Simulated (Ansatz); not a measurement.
# Cu: equal strain of all cell vectors

How does Cu answer equal strain of all cell vectors between -3 and +3 %? At each strain the shape is held and the atoms relax, within the symmetry that is left.

Computed with Ansatz 0.2.0 (DFT r2SCAN, scalar-relativistic, plane waves, PAW, unless a step's input says otherwise).

2 further runs of the same task are left out: 2 set aside as unsound or not needed.

## Step 1: The system as given

Symmetry: I4/mmm, No. 139, tetragonal system. Conventional cell: a = 2.895 Å, b = 2.895 Å, c = 2.739 Å, α = 90.00°, β = 90.00°, γ = 90.00°. Around Cu (site symmetry 4/mmm) lie 10 Cu at 2.46 to 2.74 Å.

Coordinates:

```cif
data_structure
_symmetry_space_group_name_H-M 'I4/mmm'
_symmetry_Int_Tables_number 139
_cell_length_a 2.8954
_cell_length_b 2.8954
_cell_length_c 2.7386
_cell_angle_alpha 90.000
_cell_angle_beta 90.000
_cell_angle_gamma 90.000
_cell_volume 22.96
loop_
_atom_site_label
_atom_site_type_symbol
_atom_site_symmetry_multiplicity
_atom_site_Wyckoff_symbol
_atom_site_fract_x
_atom_site_fract_y
_atom_site_fract_z
_atom_site_occupancy
Cu1 Cu 2 a 0.00000 0.00000 0.00000 1
```

It goes back to an entry of the Materials Project, which need not be the stable form.

The unstrained cell was computed beforehand with the same settings: E(σ→0) = -13262.4038 eV for 2 atoms, gap none (metal).

## Step 2: Strain -1.0 %

input.yaml reads:

```yaml
crystal:
  lattice:
    - [2.8664283932, 0.0, 0.0]
    - [0.0, 2.8664283932, 0.0]
    - [0.0, 0.0, 2.711241768]
  atoms:
    - { symbol: Cu, position: [0.0, 0.0, 0.0] }
    - { symbol: Cu, position: [0.5, 0.5, 0.5] }
basis:
  ecutwfc: 500
kpoints:
  mp_grid: { grid: [18, 18, 18] }
hamiltonian:
  xc: r2scan
scf:
  occupations: { method: gaussian, width: 0.1 }
output:
  forces: true
  stress: true
  eigenvalues: true
```

On the command line:

```console
ansatz run input.yaml --threads 1 --pin off --max-ram 2560MiB --backend cpu --events-out ev --progress --plain --runs-dir out
```

Output, cut to the lines that bear on the results:

```text
Warning: RAYON_NUM_THREADS=1 ignored (pool sized by the plan → 1); use --threads N
[...]
Pseudopotentials: kind: paw
Pseudopotential: Cu, paw, valence charge 19, recommended cutoff 500 eV (meta_gga), Cu.paw.azcp
Functional definition: r2SCAN
[...]
Crystal: 2 atoms, lattice volume = 22.277 Å³
Basis set: ecut = 500 eV, 577 PW (Γ), exchange–correlation on 96×96×80 points (64 copies of the dense FFT grid, shifted against one another)
Bands: 23, of which v1, the nominal top of the filled ones, is band 19 counted from 1 (18 counted from 0)
Symmetry: 32 space group operations
Space group: I4/mmm (ITA 139), of the structure as read, at distance tolerance 2.8e-5 Å
k-points: 550 of 5832
[...]
SCF iter   1: F=—  HF=-13262.429467 eV  |F-HF|=—  |Δ(HF+E_count)|=         —  Δρ=3.95e-2  dr2=1.88e-1  dr2_τ=1.33e-3  ethr=1.77e-3  ⟨swp⟩=5.0  Hψ=46390  notcnv=0
[...]
SCF iter   7: F=-13262.394596 eV  HF=-13262.394596 eV  |F-HF|=8.55e-11  |Δ(HF+E_count)|=   1.50e-7  Δρ=2.40e-6  dr2=8.64e-10  dr2_τ=1.75e-11  ethr=1.23e-10  ⟨swp⟩=5.0  Hψ=50992  notcnv=0
[...]
SCF converged after 7 iterations
Free energy (F): -13262.394596 eV
[...]
E sigma→0 (E₀):  -13262.392901 eV
Entropy (-TS):   -0.003391 eV (-1.696 meV/atom)
Fermi energy:    17.861405 eV
[...]
--- Forces (eV/Å), atoms counted from 1 ---
  atom   1  Cu     0.00000000    -0.00000000    -0.00000000
  atom   2  Cu     0.00000000    -0.00000000    -0.00000000
[...]
--- Stress (GPa, compression-positive) ---
        5.284266      -0.000000      -0.000000
        0.000000       5.284266      -0.000000
       -0.000000      -0.000000       5.264018
  P = ⅓ Tr σ = 5.2775 GPa (52.775 kbar)
--- Band table (eV; the first three rows and the last of 550) ---
  k-point 0: bands = ["-98.7409", "-98.7052", "-54.5935", "-54.5935", "-54.5837", "-54.4879", "-54.4820", "-54.4820", "7.6532", "12.6512", "12.7172", "14.3164", "14.5581", "14.5581", "15.4324", "15.6876", "16.2030", "16.2030", "16.2741", "25.9842", "25.9842", "28.3016", "31.7036"]
[...]
```

It took 61 s on 1 thread of Intel Xeon at 2.50GHz (Skylake/Cascade Lake), shared host; peak memory 0.6 GiB.

The cell is held at each strain. Atoms start from the nearest strain of the same sign that is done. Symmetry fixes all atoms here, so a single point is enough.

## Step 3: The cell strained by +1.0 %

input.yaml: that of step 2 with these lines changed.

```diff
@@ -2,5 +2,5 @@
   lattice:
-    - [2.8664283932, 0.0, 0.0]
-    - [0.0, 2.8664283932, 0.0]
-    - [0.0, 0.0, 2.711241768]
+    - [2.9243360375, 0.0, 0.0]
+    - [0.0, 2.9243360375, 0.0]
+    - [0.0, 0.0, 2.766014329]
   atoms:
```

On the command line:

```console
ansatz run input.yaml --threads 1 --pin off --max-ram 2560MiB --backend cpu --events-out ev --progress --plain --runs-dir out
```

Output, cut to the lines that bear on the results:

```text
Warning: RAYON_NUM_THREADS=1 ignored (pool sized by the plan → 1); use --threads N
[...]
Pseudopotentials: kind: paw
Pseudopotential: Cu, paw, valence charge 19, recommended cutoff 500 eV (meta_gga), Cu.paw.azcp
Functional definition: r2SCAN
[...]
Crystal: 2 atoms, lattice volume = 23.654 Å³
Basis set: ecut = 500 eV, 603 PW (Γ), exchange–correlation on 96×96×96 points (64 copies of the dense FFT grid, shifted against one another)
Bands: 23, of which v1, the nominal top of the filled ones, is band 19 counted from 1 (18 counted from 0)
Symmetry: 32 space group operations
Space group: I4/mmm (ITA 139), of the structure as read, at distance tolerance 2.9e-5 Å
k-points: 550 of 5832
[...]
SCF iter   1: F=—  HF=-13262.434075 eV  |F-HF|=—  |Δ(HF+E_count)|=         —  Δρ=4.00e-2  dr2=2.08e-1  dr2_τ=1.64e-3  ethr=1.77e-3  ⟨swp⟩=4.9  Hψ=46470  notcnv=0
[...]
SCF iter   7: F=-13262.395761 eV  HF=-13262.395761 eV  |F-HF|=9.28e-10  |Δ(HF+E_count)|=   9.19e-8  Δρ=2.82e-6  dr2=1.26e-9  dr2_τ=1.77e-11  ethr=2.63e-10  ⟨swp⟩=5.0  Hψ=51168  notcnv=0
[...]
SCF converged after 7 iterations
Free energy (F): -13262.395761 eV
[...]
E sigma→0 (E₀):  -13262.393990 eV
Entropy (-TS):   -0.003542 eV (-1.771 meV/atom)
Fermi energy:    16.526785 eV
[...]
--- Forces (eV/Å), atoms counted from 1 ---
  atom   1  Cu     0.00000000    -0.00000000    -0.00000000
  atom   2  Cu     0.00000000    -0.00000000    -0.00000000
[...]
--- Stress (GPa, compression-positive) ---
       -4.364016      -0.000000      -0.000000
       -0.000000      -4.364016      -0.000000
       -0.000000      -0.000000      -4.529818
  P = ⅓ Tr σ = -4.4193 GPa (-44.193 kbar)
--- Band table (eV; the first three rows and the last of 550) ---
  k-point 0: bands = ["-99.9054", "-99.8784", "-55.7530", "-55.7530", "-55.7459", "-55.6692", "-55.6639", "-55.6639", "6.8170", "11.7022", "11.7596", "13.2086", "13.4289", "13.4289", "14.2296", "14.4609", "14.9302", "14.9302", "14.9955", "24.4077", "24.4077", "26.6317", "29.9287"]
[...]
```

Wall time 65 s (1 thread of Intel Xeon at 2.50GHz (Skylake/Cascade Lake), shared host); peak memory 0.63 GiB.

## Step 4: At -2.0 %

input.yaml: that of step 3 with these lines changed.

```diff
@@ -2,5 +2,5 @@
   lattice:
-    - [2.9243360375, 0.0, 0.0]
-    - [0.0, 2.9243360375, 0.0]
-    - [0.0, 0.0, 2.766014329]
+    - [2.837474571, 0.0, 0.0]
+    - [0.0, 2.837474571, 0.0]
+    - [0.0, 0.0, 2.6838554875]
   atoms:
```

On the command line:

```console
ansatz run input.yaml --threads 1 --pin off --max-ram 2560MiB --backend cpu --events-out ev --progress --plain --runs-dir out
```

Output, cut to the lines that bear on the results:

```text
Warning: RAYON_NUM_THREADS=1 ignored (pool sized by the plan → 1); use --threads N
[...]
Pseudopotentials: kind: paw
Pseudopotential: Cu, paw, valence charge 19, recommended cutoff 500 eV (meta_gga), Cu.paw.azcp
Functional definition: r2SCAN
[...]
Crystal: 2 atoms, lattice volume = 21.608 Å³
Basis set: ecut = 500 eV, 537 PW (Γ), exchange–correlation on 96×96×80 points (64 copies of the dense FFT grid, shifted against one another)
Bands: 23, of which v1, the nominal top of the filled ones, is band 19 counted from 1 (18 counted from 0)
Symmetry: 32 space group operations
Space group: I4/mmm (ITA 139), of the structure as read, at distance tolerance 2.8e-5 Å
k-points: 550 of 5832
[...]
SCF iter   1: F=—  HF=-13262.393067 eV  |F-HF|=—  |Δ(HF+E_count)|=         —  Δρ=3.92e-2  dr2=1.79e-1  dr2_τ=1.20e-3  ethr=1.77e-3  ⟨swp⟩=4.9  Hψ=46419  notcnv=0
[...]
SCF iter   6: F=-13262.360165 eV  HF=-13262.360165 eV  |F-HF|=1.20e-7  |Δ(HF+E_count)|=   6.91e-6  Δρ=2.37e-5  dr2=2.20e-8  dr2_τ=4.87e-9  ethr=2.63e-10  ⟨swp⟩=6.7  Hψ=61072  notcnv=0
[...]
SCF converged after 6 iterations
Free energy (F): -13262.360165 eV
[...]
E sigma→0 (E₀):  -13262.358509 eV
Entropy (-TS):   -0.003311 eV (-1.656 meV/atom)
Fermi energy:    18.571590 eV
[...]
--- Forces (eV/Å), atoms counted from 1 ---
  atom   1  Cu     0.00000000    -0.00000000     0.00000000
  atom   2  Cu     0.00000000    -0.00000000    -0.00000000
[...]
--- Stress (GPa, compression-positive) ---
       11.372747      -0.000000       0.000000
       -0.000000      11.372747       0.000000
        0.000000       0.000000      11.492391
  P = ⅓ Tr σ = 11.4126 GPa (114.126 kbar)
--- Band table (eV; the first three rows and the last of 550) ---
  k-point 0: bands = ["-98.1216", "-98.0805", "-53.9779", "-53.9779", "-53.9663", "-53.8591", "-53.8531", "-53.8531", "8.1026", "13.1525", "13.2232", "14.9037", "15.1571", "15.1571", "16.0711", "16.3394", "16.8798", "16.8798", "16.9541", "26.8217", "26.8217", "29.1872", "32.6452"]
[...]
```

Wall time 56 s (1 thread of Intel Xeon at 2.50GHz (Skylake/Cascade Lake), shared host); peak memory 0.6 GiB.

## Step 5: The cell strained by +2.0 %

input.yaml: that of step 4 with these lines changed.

```diff
@@ -2,5 +2,5 @@
   lattice:
-    - [2.837474571, 0.0, 0.0]
-    - [0.0, 2.837474571, 0.0]
-    - [0.0, 0.0, 2.6838554875]
+    - [2.9532898596, 0.0, 0.0]
+    - [0.0, 2.9532898596, 0.0]
+    - [0.0, 0.0, 2.7934006095]
   atoms:
```

On the command line:

```console
ansatz run input.yaml --threads 1 --pin off --max-ram 2560MiB --backend cpu --events-out ev --progress --plain --runs-dir out
```

Output, cut to the lines that bear on the results:

```text
Warning: RAYON_NUM_THREADS=1 ignored (pool sized by the plan → 1); use --threads N
[...]
Pseudopotentials: kind: paw
Pseudopotential: Cu, paw, valence charge 19, recommended cutoff 500 eV (meta_gga), Cu.paw.azcp
Functional definition: r2SCAN
[...]
Crystal: 2 atoms, lattice volume = 24.364 Å³
Basis set: ecut = 500 eV, 611 PW (Γ), exchange–correlation on 96×96×96 points (64 copies of the dense FFT grid, shifted against one another)
Bands: 23, of which v1, the nominal top of the filled ones, is band 19 counted from 1 (18 counted from 0)
Symmetry: 32 space group operations
Space group: I4/mmm (ITA 139), of the structure as read, at distance tolerance 2.9e-5 Å
k-points: 550 of 5832
[...]
SCF iter   1: F=—  HF=-13262.407420 eV  |F-HF|=—  |Δ(HF+E_count)|=         —  Δρ=4.03e-2  dr2=2.19e-1  dr2_τ=1.82e-3  ethr=1.77e-3  ⟨swp⟩=4.9  Hψ=46426  notcnv=0
[...]
SCF iter   7: F=-13262.367586 eV  HF=-13262.367586 eV  |F-HF|=7.82e-10  |Δ(HF+E_count)|=   8.36e-8  Δρ=2.55e-6  dr2=1.03e-9  dr2_τ=1.80e-11  ethr=2.63e-10  ⟨swp⟩=5.5  Hψ=52014  notcnv=0
[...]
SCF converged after 7 iterations
Free energy (F): -13262.367586 eV
[...]
E sigma→0 (E₀):  -13262.365772 eV
Entropy (-TS):   -0.003628 eV (-1.814 meV/atom)
Fermi energy:    15.900936 eV
[...]
--- Forces (eV/Å), atoms counted from 1 ---
  atom   1  Cu    -0.00000000     0.00000000     0.00000000
  atom   2  Cu    -0.00000000     0.00000000    -0.00000000
[...]
--- Stress (GPa, compression-positive) ---
       -8.117299      -0.000000       0.000000
        0.000000      -8.117299       0.000000
        0.000000       0.000000      -8.321563
  P = ⅓ Tr σ = -8.1854 GPa (-81.854 kbar)
--- Band table (eV; the first three rows and the last of 550) ---
  k-point 0: bands = ["-100.4527", "-100.4293", "-56.2985", "-56.2985", "-56.2923", "-56.2238", "-56.2188", "-56.2188", "6.4278", "11.2534", "11.3070", "12.6865", "12.8971", "12.8971", "13.6638", "13.8840", "14.3323", "14.3323", "14.3947", "23.6653", "23.6653", "25.8443", "29.0923"]
[...]
```

It took 57 s on 1 thread of Intel Xeon at 2.50GHz (Skylake/Cascade Lake), shared host; peak memory 0.63 GiB.

## Step 6: Strain -3.0 %

input.yaml: that of step 5 with these lines changed.

```diff
@@ -2,5 +2,5 @@
   lattice:
-    - [2.9532898596, 0.0, 0.0]
-    - [0.0, 2.9532898596, 0.0]
-    - [0.0, 0.0, 2.7934006095]
+    - [2.8085207489, 0.0, 0.0]
+    - [0.0, 2.8085207489, 0.0]
+    - [0.0, 0.0, 2.656469207]
   atoms:
```

On the command line:

```console
ansatz run input.yaml --threads 1 --pin off --max-ram 2560MiB --backend cpu --events-out ev --progress --plain --runs-dir out
```

Output, cut to the lines that bear on the results:

```text
Warning: RAYON_NUM_THREADS=1 ignored (pool sized by the plan → 1); use --threads N
[...]
Pseudopotentials: kind: paw
Pseudopotential: Cu, paw, valence charge 19, recommended cutoff 500 eV (meta_gga), Cu.paw.azcp
Functional definition: r2SCAN
[...]
Crystal: 2 atoms, lattice volume = 20.954 Å³
Basis set: ecut = 500 eV, 537 PW (Γ), exchange–correlation on 96×96×80 points (64 copies of the dense FFT grid, shifted against one another)
Bands: 23, of which v1, the nominal top of the filled ones, is band 19 counted from 1 (18 counted from 0)
Symmetry: 32 space group operations
Space group: I4/mmm (ITA 139), of the structure as read, at distance tolerance 2.8e-5 Å
k-points: 550 of 5832
[...]
SCF iter   1: F=—  HF=-13262.330109 eV  |F-HF|=—  |Δ(HF+E_count)|=         —  Δρ=3.88e-2  dr2=1.69e-1  dr2_τ=1.12e-3  ethr=1.77e-3  ⟨swp⟩=5.0  Hψ=46523  notcnv=0
[...]
SCF iter   6: F=-13262.299334 eV  HF=-13262.299333 eV  |F-HF|=9.98e-8  |Δ(HF+E_count)|=   6.10e-6  Δρ=2.41e-5  dr2=4.57e-8  dr2_τ=6.22e-9  ethr=2.63e-10  ⟨swp⟩=3.9  Hψ=57857  notcnv=0
[...]
SCF converged after 6 iterations
Free energy (F): -13262.299334 eV
[...]
E sigma→0 (E₀):  -13262.297748 eV
Entropy (-TS):   -0.003172 eV (-1.586 meV/atom)
Fermi energy:    19.312367 eV
[...]
--- Forces (eV/Å), atoms counted from 1 ---
  atom   1  Cu     0.00000000     0.00000000     0.00000000
  atom   2  Cu     0.00000000    -0.00000000    -0.00000000
[...]
--- Stress (GPa, compression-positive) ---
       18.463921       0.000000       0.000000
        0.000000      18.463921       0.000000
        0.000000       0.000000      18.770727
  P = ⅓ Tr σ = 18.5662 GPa (185.662 kbar)
--- Band table (eV; the first three rows and the last of 550) ---
  k-point 0: bands = ["-97.4767", "-97.4293", "-53.3368", "-53.3368", "-53.3230", "-53.2030", "-53.1971", "-53.1971", "8.5744", "13.6727", "13.7485", "15.5149", "15.7807", "15.7807", "16.7367", "17.0186", "17.5858", "17.5858", "17.6632", "27.6940", "27.6940", "30.1088", "33.6254"]
[...]
```

Run time: 50 s. Hardware: 1 thread of Intel Xeon at 2.50GHz (Skylake/Cascade Lake), shared host; peak memory 0.59 GiB.

## Step 7: The cell strained by +3.0 %

input.yaml: that of step 6 with these lines changed.

```diff
@@ -2,5 +2,5 @@
   lattice:
-    - [2.8085207489, 0.0, 0.0]
-    - [0.0, 2.8085207489, 0.0]
-    - [0.0, 0.0, 2.656469207]
+    - [2.9822436818, 0.0, 0.0]
+    - [0.0, 2.9822436818, 0.0]
+    - [0.0, 0.0, 2.8207868899]
   atoms:
```

On the command line:

```console
ansatz run input.yaml --threads 1 --pin off --max-ram 2560MiB --backend cpu --events-out ev --progress --plain --runs-dir out
```

Output, cut to the lines that bear on the results:

```text
Warning: RAYON_NUM_THREADS=1 ignored (pool sized by the plan → 1); use --threads N
[...]
Pseudopotentials: kind: paw
Pseudopotential: Cu, paw, valence charge 19, recommended cutoff 500 eV (meta_gga), Cu.paw.azcp
Functional definition: r2SCAN
[...]
Crystal: 2 atoms, lattice volume = 25.087 Å³
Basis set: ecut = 500 eV, 643 PW (Γ), exchange–correlation on 96×96×96 points (64 copies of the dense FFT grid, shifted against one another)
Bands: 23, of which v1, the nominal top of the filled ones, is band 19 counted from 1 (18 counted from 0)
Symmetry: 32 space group operations
Space group: I4/mmm (ITA 139), of the structure as read, at distance tolerance 2.9e-5 Å
k-points: 550 of 5832
[...]
SCF iter   1: F=—  HF=-13262.364550 eV  |F-HF|=—  |Δ(HF+E_count)|=         —  Δρ=4.05e-2  dr2=2.30e-1  dr2_τ=1.99e-3  ethr=1.77e-3  ⟨swp⟩=4.8  Hψ=46297  notcnv=0
[...]
SCF iter   7: F=-13262.323238 eV  HF=-13262.323238 eV  |F-HF|=1.24e-9  |Δ(HF+E_count)|=   7.69e-8  Δρ=2.85e-6  dr2=1.31e-9  dr2_τ=1.97e-11  ethr=2.63e-10  ⟨swp⟩=5.5  Hψ=51941  notcnv=0
[...]
SCF converged after 7 iterations
Free energy (F): -13262.323238 eV
[...]
E sigma→0 (E₀):  -13262.321390 eV
Entropy (-TS):   -0.003697 eV (-1.848 meV/atom)
Fermi energy:    15.301275 eV
[...]
--- Forces (eV/Å), atoms counted from 1 ---
  atom   1  Cu     0.00000000    -0.00000000    -0.00000000
  atom   2  Cu     0.00000000    -0.00000000    -0.00000000
[...]
--- Stress (GPa, compression-positive) ---
      -11.269917      -0.000000      -0.000000
       -0.000000     -11.269917      -0.000000
       -0.000000      -0.000000     -11.506188
  P = ⅓ Tr σ = -11.3487 GPa (-113.487 kbar)
--- Band table (eV; the first three rows and the last of 550) ---
  k-point 0: bands = ["-100.9781", "-100.9577", "-56.8224", "-56.8224", "-56.8171", "-56.7557", "-56.7512", "-56.7512", "6.0566", "10.8205", "10.8707", "12.1846", "12.3859", "12.3859", "13.1203", "13.3299", "13.7584", "13.7584", "13.8180", "22.9514", "22.9514", "25.0864", "28.2877"]
[...]
```

Run time: 68 s. Hardware: 1 thread of Intel Xeon at 2.50GHz (Skylake/Cascade Lake), shared host; peak memory 0.64 GiB.

## Step 8: Energy and stress against strain (a metal throughout)

Lengths are those of the vectors of the cell that was run; stresses in GPa:

| strain (%) | ΔE (meV/atom) | a (Å) | b (Å) | c (Å) | σxx | σyy | σzz |
| --- | --- | --- | --- | --- | --- | --- | --- |
| -3.0 | 53.0 | 2.809 | 2.809 | 2.656 | 18.46 | 18.46 | 18.77 |
| -2.0 | 22.7 | 2.837 | 2.837 | 2.684 | 11.37 | 11.37 | 11.49 |
| -1.0 | 5.5 | 2.866 | 2.866 | 2.711 | 5.28 | 5.28 | 5.26 |
| +0.0 | 0.0 | 2.895 | 2.895 | 2.739 | 0.07 | 0.07 | -0.04 |
| +1.0 | 4.9 | 2.924 | 2.924 | 2.766 | -4.36 | -4.36 | -4.53 |
| +2.0 | 19.0 | 2.953 | 2.953 | 2.793 | -8.12 | -8.12 | -8.32 |
| +3.0 | 41.2 | 2.982 | 2.982 | 2.821 | -11.27 | -11.27 | -11.51 |

ΔE is over the unstrained cell. Stress in GPa, positive in compression, on the Cartesian axes of the input. 

## Step 9: Results

| quantity | value |
| --- | --- |
| largest energy cost | 53.0 meV/atom at -3.0 % |
| (1/V) d²E/dε² at zero strain, cubic fit | 1463 GPa |

From the curvature follows nine times the bulk modulus at fixed shape: 1463 GPa. Compression by 3 % costs 53.0 meV/atom and stretching 41.2.
